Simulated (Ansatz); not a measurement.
Relaxing Zr2S5

These are results of Ansatz, DFT PBE, scalar-relativistic, plane waves, PAW, not measurements. Cutoff 420 eV, Γ-centred k mesh, Gaussian smearing, no spin polarisation in the final step.

The start is a random cell of Zr2S5 with space group P2 (No. 3), drawn with lower limits on the distances.

```
Zr S
1.0
     4.38457    0.00000    0.00000
     0.00000    6.46279    0.00000
    -0.51443    0.00000    6.29481
Zr S
2 5
Direct
  0.36529 0.25000 0.75000
  0.63471 0.25000 0.25000
  0.06941 0.66667 0.33333
  0.93059 0.66667 0.66667
  0.24064 0.00000 0.66667
  0.75936 0.00000 0.33333
  0.50000 0.29215 0.50000
```

Cell and atoms relax at zero pressure; the relaxation can't lower the symmetry of the start. After a coarse first stage the cell is made exact in the group found at 0.06 Å.

Formation energies are uncorrected and refer to the elements' standard structures at the same level.

Question: What does it relax into?

Answer: It ends in Pmm2 (No. 25). Conventional cell: a = 3.419 Å, b = 8.367 Å, c = 7.267 Å. Zr is coordinated by 2 S at 2.44 Å and 4 S at 2.66–2.68 Å; around S on Wyckoff site g (2 atoms of the primitive cell) lie 2 Zr at 2.44 Å; around S on Wyckoff site g (2 atoms of the primitive cell) lie 1 S at 2.10 Å; around S on Wyckoff site b (1 atom of the primitive cell) lie 4 Zr at 2.68 Å, 2 S at 3.21 Å and 4 S at 3.42 Å.

```xyz
7
Lattice="3.4193 0.0000 0.0000 0.0000 8.3669 0.0000 0.0000 0.0000 7.2669" Properties=species:S:1:pos:R:3 pbc="T T T"
Zr    1.7097    6.0547    4.9653
Zr    1.7097    2.3121    4.9653
S     0.0000    1.9476    3.2645
S     0.0000    6.4193    3.2645
S     0.0000    7.3152    6.5583
S     0.0000    1.0516    6.5583
S     0.0000    4.1834    5.8464
```

Question: What are its volume, energy, density and gap?

Answer: The volume per atom is 29.7 Å³ and the density is 2.7 g/cm³. The energy over the elements is -1.075 eV/atom and the gap on the 10×4×6 mesh is 0.38 eV.

The final run used a 10×4×6 mesh on its 7-atom cell and 0.02 eV smearing. No dispersion correction is applied, so the spacing between layers, chains or molecules is poorly fixed, and with it the volume and density. Symmetry constrained the relaxation, so the result can be a saddle point. The steps took about 18 core-minutes in all.